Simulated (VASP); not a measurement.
# CdTe (F-43m) in VASP: single point with LDA

Aim: the single point of CdTe with LDA.

Everything below comes from runs of VASP 6.6.1. Logs are shortened: lines on timing, memory, paths and dates and some standing lists are left out, and cuts for length are marked.

**What was measured.**

From a printed reference work, data compilation, for a bulk crystal of CdTe at 0 K: band gap 1.607 eV.

The runs below are set against these values where they give the same quantity.

## Step 1: The cell of the first run

The structure is cubic, space group F-43m (No. 216). The conventional cell has a = 6.410 Å, b = 6.410 Å, c = 6.410 Å, α = 90.00°, β = 90.00°, γ = 90.00°. Cd (site symmetry -43m) has 4 Te at 2.78 Å within 3.7 Å. Te (site symmetry -43m) has 4 Cd at 2.78 Å within 3.7 Å.

## Step 2: Single point, LDA

INCAR

```
PREC = Accurate
ENCUT = 520
EDIFF = 1E-6
ISMEAR = 0
SIGMA = 0.01
LREAL = F
LASPH = T
NELM = 80
ALGO = Normal
ISIF = 2
LWAVE = F
LCHARG = F
NBANDS = 16
```

KPOINTS

```
regular mesh
0
Gamma
  8 8 8
```

POSCAR

```
CdTe
1.0
    0.0000000000      3.2050000000      3.2050000000
    3.2050000000      0.0000000000      3.2050000000
    3.2050000000      3.2050000000      0.0000000000
Cd Te
1 1
Direct
    0.0000000000      0.0000000000      0.0000000000
    0.2500000000      0.2500000000      0.2500000000
```

Potentials or basis: VASP PAW LDA potentials, release 64 (Cd, Te).

Started as:

```bash
> cat potpaw_LDA.64/Cd/POTCAR potpaw_LDA.64/Te/POTCAR > POTCAR
> mpirun -np 1 vasp_std > vasp.out
```

OUTCAR:

```text
PREC = Accurate
   ENCUT = 520
   EDIFF = 1E-6
   ISMEAR = 0
   LREAL = F
   LASPH = T
   NELM = 80
   ISIF = 2

 ion  position               nearest neighbor table
   1  0.000  0.000  0.000-   2 2.78   2 2.78   2 2.78   2 2.78
   2  0.250  0.250  0.250-   1 2.78   1 2.78   1 2.78   1 2.78

  LATTYP: Found a face centered cubic cell.
 ALAT       =     6.4100000000

  Lattice vectors:

 A1 = (   0.0000000000,   3.2050000000,   3.2050000000)
 A2 = (   3.2050000000,   0.0000000000,   3.2050000000)
 A3 = (   3.2050000000,   3.2050000000,   0.0000000000)

Analysis of symmetry for initial positions (statically):
=====================================================================
 Subroutine PRICEL returns:
 Original cell was already a primitive cell.

 Routine SETGRP: Setting up the symmetry group for a
 face centered cubic supercell.

 Subroutine GETGRP returns: Found 24 space group operations
 (whereof 24 operations were pure point group operations)
 out of a pool of 48 trial point group operations.

The static configuration has the point symmetry T_d .

Analysis of symmetry for dynamics (positions and initial velocities):
=====================================================================
 Subroutine PRICEL returns:
 Original cell was already a primitive cell.

 Routine SETGRP: Setting up the symmetry group for a
 face centered cubic supercell.

 Subroutine GETGRP returns: Found 24 space group operations
 (whereof 24 operations were pure point group operations)
 out of a pool of 48 trial point group operations.

The dynamic configuration has the point symmetry T_d .

 Subroutine INISYM returns: Found 24 space group operations
 (whereof 24 operations are pure point group operations),
 and found     1 'primitive' translations

----------------------------------------------------------------------------------------

                                     Primitive cell

  volume of cell :      65.8437

  direct lattice vectors                    reciprocal lattice vectors
     0.000000000  3.205000000  3.205000000    -0.156006240  0.156006240  0.156006240
     3.205000000  0.000000000  3.205000000     0.156006240 -0.156006240  0.156006240
     3.205000000  3.205000000  0.000000000     0.156006240  0.156006240 -0.156006240

  length of vectors
     4.532554467  4.532554467  4.532554467     0.270210734  0.270210734  0.270210734

  position of ions in fractional coordinates (direct lattice)
     0.000000000  0.000000000  0.000000000
     0.250000000  0.250000000  0.250000000

  ion indices of the primitive-cell ions
   primitive index   ion index
                 1           1
                 2           2

----------------------------------------------------------------------------------------

 KPOINTS: regular mesh

Automatic generation of k-mesh.
 Grid dimensions read from file:
 generate k-points for:    8    8    8

 Generating k-lattice:

  Cartesian coordinates                     Fractional coordinates (reciprocal lattice)
    -0.019500780  0.019500780  0.019500780     0.125000000  0.000000000  0.000000000
     0.019500780 -0.019500780  0.019500780     0.000000000  0.125000000  0.000000000
     0.019500780  0.019500780 -0.019500780     0.000000000  0.000000000  0.125000000

  Length of vectors
     0.033776342  0.033776342  0.033776342

  Shift w.r.t. Gamma in fractional coordinates (k-lattice)
     0.000000000  0.000000000  0.000000000

 Subroutine IBZKPT returns following result:
 ===========================================

 Found     29 irreducible k-points:

 Following reciprocal coordinates:
            Coordinates               Weight
  0.000000  0.000000  0.000000      1.000000
  0.125000  0.000000  0.000000      8.000000
  0.250000  0.000000  0.000000      8.000000
  0.375000  0.000000  0.000000      8.000000
  0.500000  0.000000  0.000000      4.000000
  0.125000  0.125000  0.000000      6.000000
[... 16 lines left out ...]
  0.500000  0.250000  0.125000     48.000000
 -0.375000  0.250000  0.125000     24.000000
 [... further k-points ...]
   k-points           NKPTS =     29   k-points in BZ     NKDIM =     29   number of bands    NBANDS=     16
   number of dos      NEDOS =    301   number of ions     NIONS =      2
   total plane-waves  NPLWV =  46656
   dimension x,y,z NGX =    36 NGY =   36 NGZ =   36
   dimension x,y,z NGXF=    72 NGYF=   72 NGZF=   72
   ions per type =               1   1
   NGX,Y,Z   is equivalent  to a cutoff of  13.20, 13.20, 13.20 a.u.
   NGXF,Y,Z  is equivalent  to a cutoff of  26.41, 26.41, 26.41 a.u.
 SYSTEM =  unknown system
   PREC   = accura    normal or accurate (medium, high low for compatibility)
   ISTART =      0    job   : 0-new  1-cont  2-samecut
   ICHARG =      2    charge: 1-file 2-atom 10-const
   ISPIN  =      1    spin polarized calculation?
   LNONCOLLINEAR =      F non collinear calculations
   LSORBIT =      F    spin-orbit coupling
   LASPH  =      T    aspherical Exc in radial PAW
   ENCUT  =  520.0 eV  38.22 Ry    6.18 a.u.   8.43  8.43  8.43*2*pi/ulx,y,z
   NELM   =     80;   NELMIN=  2; NELMDL= -5     # of ELM steps
   EDIFF  = 0.1E-05   stopping-criterion for ELM
   LREAL  =      F    real-space projection
   EDIFFG = 0.1E-04   stopping-criterion for IOM
   NSW    =      0    number of steps for IOM
   IBRION =     -1    ionic relax: 0-MD 1-quasi-New 2-CG
   NFREE  =      0    steps in history (QN), initial steepest desc. (CG)
   ISIF   =      2    stress and relaxation
   ISYM   =      2    0-nonsym 1-usesym 2-fastsym
   POTIM  = 0.5000    time-step for ionic-motion
   TEBEG  =    0.0;   TEEND  =   0.0 temperature during run
   PSTRESS=    0.0 pullay stress
   NELECT =      18.0000    total number of electrons
   NUPDOWN=      -1.0000    fix difference up-down
   EMIN   =  10.00;   EMAX   =-10.00  energy-range for DOS
   EFERMI =   0.00;   METHOD = LEGACY
   ISMEAR =     0;   SIGMA  =   0.01  broadening in eV -4-tet -1-fermi 0-gaus
   EFERMI_NEDOS =   21; number of points for ismear=-14 and -15
   IALGO  =     38    algorithm
   IMIX   =      4    mixing-type and parameters
     AMIX     =   0.40;   BMIX     =  1.00
     AMIX_MAG =   1.60;   BMIX_MAG =  1.00
  volume/ion in A,a.u.               =      32.92       222.17
  Fermi-wavevector in a.u.,A,eV,Ry     =   1.062497  2.007828 15.359610  1.128899
  Thomas-Fermi vector in A             =   2.197950
   LORBIT       =      0    0 simple, 1 ext, 2 COOP (PROOUT), +10 PAW based schemes
   GGA     = CA    functional components
   LHFCALC =     F    Hartree Fock is set to
   AEXX    =    0.0000 exact exchange contribution
   IVDW    =     0    specifies the selected vdW correction
   LEPSILON=     F    determine dielectric tensor
   LRPA    =     F    only Hartree local field effects (RPA)
 non-spin polarized calculation
 Gauss-broadening in eV      SIGMA  =   0.01
  energy-cutoff  :      520.00
  volume of cell :       65.84
 maximum number of plane-waves:      1807
 NGX is ok and might be reduce to    36
   NGX = 17   NGY = 17   NGZ = 17

 number of electron      17.9999995 magnetization

 Free energy of the ion-electron system (eV)
  ---------------------------------------------------
  ext. energy  EPLUGINS =         0.00000000
  ---------------------------------------------------
  free energy    TOTEN  =        -6.05092075 eV

  energy without entropy =       -6.05092075  energy(sigma->0) =       -6.05092075

 E-fermi :   2.5229     XC(G=0):  -9.0898

 val. band max:        2.4659909078   @ k =   0.0000   0.0000   0.0000
 cond. band min:       3.1193736124   @ k =   0.0000   0.0000   0.0000
 fundamental gap:      0.6533827046
 Fermi energy:         2.5228588655

 k-point     1 :       0.0000    0.0000    0.0000
  band No.  band energies     occupation
      1      -8.9695      2.00000
      2      -5.9457      2.00000
      3      -5.9457      2.00000
      4      -5.9457      2.00000
      5      -5.6562      2.00000
      6      -5.6562      2.00000
[... 8 lines left out ...]
     15      11.8595      0.00000
     16      11.8595      0.00000

 k-point     2 :       0.1250    0.0000    0.0000
  band No.  band energies     occupation
      1      -8.9057      2.00000
      2      -5.9334      2.00000
      3      -5.9334      2.00000
      4      -5.8999      2.00000
      5      -5.6574      2.00000
      6      -5.6574      2.00000
[... 8 lines left out ...]
     15      11.0667      0.00000
     16      11.0667      0.00000

 k-point     3 :       0.2500    0.0000    0.0000
  band No.  band energies     occupation
      1      -8.7504      2.00000
      2      -5.9060      2.00000
      3      -5.9060      2.00000
      4      -5.7412      2.00000
      5      -5.6571      2.00000
      6      -5.6571      2.00000
[... 8 lines left out ...]
     15      10.8574      0.00000
     16      10.8574      0.00000

 k-point     4 :       0.3750    0.0000    0.0000
  band No.  band energies     occupation
      1      -8.5958      2.00000
      2      -5.8834      2.00000
      3      -5.8834      2.00000
      4      -5.6512      2.00000
      5      -5.6512      2.00000
      6      -5.4659      2.00000
[... 8 lines left out ...]
     15      11.6821      0.00000
     16      11.6821      0.00000
[... 324 lines left out ...]
 k-point    22 :       0.3750    0.2500    0.1250
  band No.  band energies     occupation
      1      -8.6366      2.00000
      2      -5.8753      2.00000
      3      -5.8621      2.00000
      4      -5.7169      2.00000
      5      -5.6467      2.00000
      6      -5.5779      2.00000
[... 8 lines left out ...]
     15      12.2373      0.00000
     16      12.8219      0.00000

 k-point    23 :       0.5000    0.2500    0.1250
  band No.  band energies     occupation
      1      -8.5158      2.00000
      2      -5.8538      2.00000
      3      -5.8424      2.00000
      4      -5.6896      2.00000
      5      -5.6462      2.00000
      6      -5.3367      2.00000
[... 8 lines left out ...]
     15      12.3880      0.00000
     16      13.0959      0.00000

 k-point    24 :      -0.3750    0.2500    0.1250
  band No.  band energies     occupation
      1      -8.4670      2.00000
      2      -5.8487      2.00000
      3      -5.8339      2.00000
      4      -5.6753      2.00000
      5      -5.6511      2.00000
      6      -5.1807      2.00000
[... 8 lines left out ...]
     15      12.4790      0.00000
     16      13.0550      0.00000

 [... further k-points ...]
[... 5 lines left out ...]
  --------------------------------------------------------------------------------------
  -------------------------------------------------------------------------------------
  Total        0.0988792      0.0988792      0.0988792      0.0000000      0.0000000      0.0000000
  in kB        2.4060320      2.4060320      2.4060320      0.0000000      0.0000000      0.0000000
  external PRESSURE =       2.4060320 kB  Pullay stress =       0.0000000 kB

 VOLUME and BASIS-vectors are now :
 -----------------------------------------------------------------------------
  energy-cutoff  :      520.00
  volume of cell :       65.84
      direct lattice vectors                 reciprocal lattice vectors
     0.000000000  3.205000000  3.205000000    -0.156006240  0.156006240  0.156006240
     3.205000000  0.000000000  3.205000000     0.156006240 -0.156006240  0.156006240
     3.205000000  3.205000000  0.000000000     0.156006240  0.156006240 -0.156006240

 POSITION                                       TOTAL-FORCE (eV/Angst)
 -----------------------------------------------------------------------------------
      0.00000      0.00000      0.00000         0.000000     -0.000000     -0.000000
      1.60250      1.60250      1.60250        -0.000000      0.000000      0.000000
 -----------------------------------------------------------------------------------
    total drift:                                0.000000      0.000000      0.000000

  FREE ENERGIE OF THE ION-ELECTRON SYSTEM (eV)
  ---------------------------------------------------
  free  energy   TOTEN  =        -6.0509207518 eV

  energy  without entropy=       -6.0509207518  energy(sigma->0) =       -6.05092075
```

Run time: 41 s. Hardware: 1 thread of AMD EPYC 7R13, shared host; peak memory 0.16 GiB.

What came out:

```
Free energy            : -6.0509 eV
Pressure               : 0.2 GPa
Band gap on the k mesh : 0.65 eV, direct
```

Levels at points of the mesh, in eV from the valence-band top:
| k point | band 7 | band 8 | band 9 | band 10 | band 11 | band 12 |
| --- | --- | --- | --- | --- | --- | --- |
| (0.00, 0.00, 0.00) | 0.00 | 0.00 | 0.00 | 0.65 | 4.48 | 4.48 |
| (0.50, 0.00, 0.00) | -4.69 | -0.84 | -0.84 | 1.69 | 5.08 | 5.08 |
| (0.50, 0.50, 0.00) | -4.54 | -2.01 | -2.01 | 2.37 | 2.54 | 8.82 |

Caveat: spin-orbit coupling is left out, which moves the levels of the heavy elements.

## Step 3: Comparison with measurements

Step 2. Measured gap of CdTe: 1.607 eV (0 K; a printed reference work, data compilation). This calculation gives 0.65 eV (-0.95 eV). Spin-orbit coupling on Cd, Te is left out. The value is that of LDA, without temperature or zero-point motion. Semilocal functionals fall short of measured gaps as a rule.
